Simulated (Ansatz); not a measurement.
# Ge (Fd-3m) in Ansatz: notebook, part 2 of 2

Ansatz 0.2.0. Earlier steps stand in the parts before.

### Step 3. Relaxation of cell and atoms, PBEsol

The input, input.yaml:

```yaml
crystal:
  lattice:
    - [0.0, 2.82891, 2.82891]
    - [2.82891, 0.0, 2.82891]
    - [2.82891, 2.82891, 0.0]
  atoms:
    - { symbol: Ge, position: [0.75, 0.75, 0.75] }
    - { symbol: Ge, position: [0.5, 0.5, 0.5] }
kpoints:
  mp_grid: { grid: [8, 8, 8] }
scf:
  occupations: { method: fermi_dirac, width: 0.05 }
hamiltonian:
  xc: pbesol
  pseudopotentials: { kind: all_electron, lapw: { basis_error: 0.001 } }
output:
  forces: true
  stress: true
relax:
  f_tol: 0.02
  max_steps: 60
  cell: {}
```

Potentials or basis: all-electron LAPW, scalar-relativistic.

Command:

```console
$ ansatz run input.yaml --threads 1 --pin off --max-ram 3072MiB --backend cpu --events-out ev --progress --plain --runs-dir out
```

It took 6.2 s on 1 thread of AMD EPYC 9R45 (Zen 5), shared host; peak memory 0.36 GiB.

The run converged. Its results:

| Quantity | Value |
| --- | --- |
| Free energy | -114149.6676 eV |
| Relaxed volume | 22.86 Å³/atom |
| Relaxed cell | a = 4.014 Å, b = 4.014 Å, c = 4.014 Å, α = 60.00°, β = 60.00°, γ = 60.00° |
| Space group after relaxing (to 0.05 Å) | Fd-3m (No. 227) |
| Energy gained by relaxing | 0.4 meV/atom |
| Ionic steps | 4 |
| Pressure after relaxing | 0.0 GPa |

The path:
```tsv
step	energy change (eV)	largest force (eV/Å)	volume (Å³)
1	0.0000	0.0000	45.28
2	-0.0008	0.0000	45.62
3	-0.0009	0.0000	45.72
4	-0.0009	0.0000	45.72
```

Final structure:
```
Ge
1.0
     0.00000    2.83807    2.83807
     2.83807    0.00000    2.83807
     2.83807    2.83807    0.00000
Ge
2
Direct
  0.75000 0.75000 0.75000
  0.50000 0.50000 0.50000
```

### Step 4. Single point, PBE

Changes to input.yaml since step 3:

```diff
@@ -11,5 +11,5 @@
 scf:
-  occupations: { method: fermi_dirac, width: 0.05 }
+  occupations: { method: gaussian, width: 0.011 }
 hamiltonian:
-  xc: pbesol
+  xc: pbe
   pseudopotentials: { kind: all_electron, lapw: { basis_error: 0.001 } }
@@ -18,5 +18,2 @@
   stress: true
-relax:
-  f_tol: 0.02
-  max_steps: 60
-  cell: {}
+  eigenvalues: true
```

Potentials or basis: all-electron LAPW, scalar-relativistic.

Command:

```console
$ ansatz run input.yaml --threads 1 --pin off --max-ram 3072MiB --backend cpu --events-out ev --progress --plain --runs-dir out
```

The program printed:

```text
Warning: RAYON_NUM_THREADS=1 ignored (pool sized by the plan → 1); use --threads N
LAPW: plane waves up to 9.112 Å⁻¹, error target 1.0e-3 eV per atom; small_component_spin mean_spin; Ge in spheres of 1.225 Å, 22 of its electrons in bands, Dirac shells [] (how accurate: hamiltonian.pseudopotentials.lapw.basis_error, Limitations)
Engine: ansatz 0.2.0, aarch64-unknown-linux-gnu
Pseudopotentials: kind: all_electron
Pseudopotential: Ge, LAPW, valence charge 22, lapw/all_electron/scalar/gaussian/Ge, Koelling and Harmon's equation, gaussian nucleus
Functional definition: PBE
  parameter kappa = 0.804
  parameter beta = 0.06672455060314922
  exchange = pbe_x(kappa = kappa, mu = beta*pi^2/3)
  correlation = pbe_c(beta = beta)
Crystal: 2 atoms, lattice volume = 45.278 Å³
Basis set: ecut = 316.31511116692195 eV, 561 PW (Γ), exchange–correlation at level 2
Bands: 27, of which v1, the nominal top of the filled ones, is band 22 counted from 1 (21 counted from 0)
Symmetry: 48 space group operations
Space group: Fd-3m (ITA 227), of the structure as read, at distance tolerance 3.6e-5 Å
k-points: 29 of 512
Non-local potential: Ge, projectors of the file, none
[... 18 lines left out ...]
E sigma→0 (E₀):  -114232.579129 eV
Entropy (-TS):   -0.000003 eV (-0.001 meV/atom)
Fermi energy:    10.006559 eV
--- Per-component energies (eV) ---
  E_band       = -2085.246554
  E_kinetic    = 116630.336571
  E_xc         = -4340.946787
  E_electrostatic = -226521.968911  (all electrons and nuclei)
  E_smearing   = -0.000003  (= −TS)
  E_closure    = 0.000000  (closes the sum)
  E_atoms      = -114223.599835  (free atoms, spherical and without spin; not in F)
  Σ components = -114232.579131   (vs F -114232.579131, Δ=0.00e0)
  Basis errors (estimates in eV, not in F): energy 4.4e-4 per atom: plane waves 3.9e-4 (2.3e-4 summed), levels above the bands 0.0e0, relativity 3.2e-8, radial functions 4.5e-5, core shells 2.1e-11; eigenvalues (radial functions only) 4.2e-7; not estimated: angular momenta, meshes, grids; target (lapw.basis_error) 1.0e-3; muffin-tin radii Ge 1.225 Å
--- Forces (eV/Å), atoms counted from 1 ---
  atom   1  Ge    -0.00000000    -0.00000000     0.00000000
  atom   2  Ge     0.00000000    -0.00000000     0.00000000
  max |Σ_I F_I| component: 1.73e-18 eV/Å
--- Stress (GPa, compression-positive) ---
        3.549928       0.000000       0.000000
        0.000000       3.549928       0.000000
        0.000000       0.000000       3.549928
  P = ⅓ Tr σ = 3.5499 GPa (35.499 kbar)
--- Band table (eV; the first three rows and the last of 29) ---
  k-point 0: bands = ["-153.7916", "-153.7892", "-100.9237", "-100.9237", "-100.9237", "-100.9150", "-100.9150", "-100.9150", "-14.8254", "-14.8254", "-14.8254", "-14.7902", "-14.7902", "-14.5782", "-14.5782", "-14.5782", "-14.5659", "-14.5659", "-2.7845", "9.9870", "9.9870", "9.9870", "10.0229", "12.5381", "12.5381", "12.5381", "16.4144"]
  k-point 1: bands = ["-153.7915", "-153.7893", "-100.9238", "-100.9238", "-100.9236", "-100.9152", "-100.9150", "-100.9150", "-14.8336", "-14.8336", "-14.8228", "-14.7787", "-14.7787", "-14.5907", "-14.5907", "-14.5812", "-14.5553", "-14.5553", "-2.5942", "7.6339", "9.6521", "9.6521", "11.0286", "12.9863", "12.9863", "13.4758", "17.3421"]
  k-point 2: bands = ["-153.7914", "-153.7895", "-100.9240", "-100.9240", "-100.9232", "-100.9155", "-100.9148", "-100.9148", "-14.8436", "-14.8436", "-14.8167", "-14.7615", "-14.7615", "-14.6047", "-14.6047", "-14.5884", "-14.5448", "-14.5448", "-2.0421", "5.2719", "9.1048", "9.1048", "10.6606", "13.6173", "13.6173", "15.6230", "18.0115"]
  k-point 28: bands = ["-153.7904", "-153.7904", "-100.9248", "-100.9248", "-100.9194", "-100.9194", "-100.9139", "-100.9139", "-14.8731", "-14.8731", "-14.7315", "-14.7315", "-14.6830", "-14.6830", "-14.6507", "-14.6507", "-14.5116", "-14.5116", "1.2000", "1.2000", "6.0852", "6.0852", "14.3118", "14.3118", "14.7020", "14.7020", "21.0044"]
```

Wall time 7.7 s (1 thread of Arm Neoverse V1, shared host); peak memory 0.27 GiB.

Results:

- Free energy: -114232.5791 eV
- Pressure: 3.5 GPa
- Band gap on the k mesh: 0.04 eV, direct

### Step 5. Single point, PBE

Changes to input.yaml since step 4:

```diff
@@ -11,3 +11,3 @@
 scf:
-  occupations: { method: gaussian, width: 0.011 }
+  occupations: { method: gaussian, width: 0.018 }
 hamiltonian:
```

Command:

```console
$ ansatz run input.yaml --threads 1 --pin off --max-ram 3072MiB --backend cpu --events-out ev --progress --plain --runs-dir out
```

Wall time 7.7 s (1 thread of Arm Neoverse V1, shared host); peak memory 0.27 GiB.

Results (log left out):

* Free energy: -114232.5791 eV
* Pressure: 3.6 GPa
* Band gap on the k mesh: 0.04 eV, direct

Levels at points of the mesh, in eV from the valence-band top:
```tsv
k point	band 18	band 19	band 20	band 21	band 22	band 23	band 24	band 25	band 26	band 27
(0.00, 0.00, 0.00)	-24.55	-12.77	0.00	0.00	0.00	0.04	2.55	2.55	2.55	6.43
(0.00, 0.00, -0.50)	-24.52	-10.68	-7.60	-1.40	-1.40	0.18	3.74	3.74	7.13	10.56
(0.00, -0.50, -0.50)	-24.51	-8.88	-8.88	-3.07	-3.07	0.75	0.75	9.51	9.51	11.61
```

### Step 6. Overview

```csv
task,level,cell,cutoff (eV),smearing,gap on the mesh (eV),pressure (GPa),relaxed volume (Å³/atom)
relaxation of cell and atoms,revPBE,relaxed,-,fermi-dirac 0.05 eV,-,0.0,24.40
relaxation of cell and atoms,PBEsol,relaxed,-,fermi-dirac 0.05 eV,-,0.0,22.86
single point,PBE,as given,316,gaussian 0.011 eV,0.04,3.5,-
single point,PBE,as given,316,gaussian 0.018 eV,0.04,3.6,-
```

Alike in all rows: potentials or basis all-electron LAPW, scalar-relativistic; no spin polarisation; k mesh 8 × 8 × 8; basis error allowed 0.001 eV/atom.

Compare energies only between runs with the same functional and basis.

### Step 7. Comparison with measurements

Step 2. The cell as given is a measured one (22.64 Å³/atom); revPBE puts the equilibrium volume +7.8 % from it, thermal expansion not counted.

Step 3. The cell as given is a measured one (22.64 Å³/atom); PBEsol puts the equilibrium volume +1.0 % from it, thermal expansion not counted.

Step 4. Against the measured gap of Ge, 0.807 eV (direct; 300 K; “Electronic and optical properties of SixGe1-x-ySny alloys lattice-matched to Ge”, 2021, arxiv:2109.02782), the calculated 0.04 eV is off by -0.77 eV. 3 values of this kind are on record (0.666 to 0.807 eV); this one was drawn at random among those near their median. Spin-orbit coupling on Ge is left out. The value is that of PBE on a finite k mesh, which can miss the band edges, without temperature or zero-point motion. Semilocal functionals fall short of measured gaps as a rule.

Step 5. A measured gap of Ge is 0.807 eV (direct; 300 K; “Electronic and optical properties of SixGe1-x-ySny alloys lattice-matched to Ge”, 2021, arxiv:2109.02782); the calculated 0.04 eV misses it by -0.77 eV. 3 values of this kind are on record (0.666 to 0.807 eV); this one was drawn at random among those near their median. Spin-orbit coupling on Ge is left out. The value is that of PBE on a finite k mesh, which can miss the band edges, without temperature or zero-point motion. Semilocal functionals fall short of measured gaps as a rule.
